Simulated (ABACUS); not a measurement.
# Sc under changes of volume

One of the cells (24.353 Å³/atom); the others are scaled copies at fixed shape and fractional positions:

```
Sc
1.0
     3.20196    0.00000    0.00000
     1.50211    2.84414    0.00000
     1.54899    0.92645    2.67418
Sc
1
Direct
  0.00000 0.00000 0.00000
```

This isn't the form of Sc at room conditions, which is hcp.

```yaml
Program: ABACUS 3.10.1
Functional: PBE
Potentials_or_basis: PseudoDojo NC SR 0.4.1 PBE standard
Cutoff: 1075 eV
Density_cutoff: 4299 eV
Basis: plane waves
k_mesh: 10 × 10 × 10
Occupations: fermi-dirac, width 0.05 eV
Spin: no spin polarisation
```

| volume (Å³/atom) | energy over the lowest point (meV/atom) | pressure (GPa) |
| --- | --- | --- |
| 22.892 | ? | ? |
| 23.379 | 11.68 | 3.1 |
| 23.866 | 4.41 | 1.9 |
| 24.353 | 0.61 | 0.8 |
| 24.840 | 0.00 | -0.3 |
| 25.327 | 2.33 | -1.2 |
| 25.815 | 7.40 | -2.1 |

Task: What does the run at 22.892 Å³/atom give?

Result: Energy over the lowest point 22.73 meV/atom; pressure 4.4 GPa.

Worked out: A Birch-Murnaghan fit of order 3 (a polynomial in V^(-2/3)) to the other rows has its minimum at 24.69 Å³/atom with B0 = V·E''(V) = 50 GPa and B' = 3.1 at fixed shape and positions, which overstates the stiffness. It gives 22.70 meV/atom at 22.892 Å³/atom, against the run's 22.73, and -dE/dV = 4.3 GPa, against 4.4.

Energies are extrapolated to zero smearing.
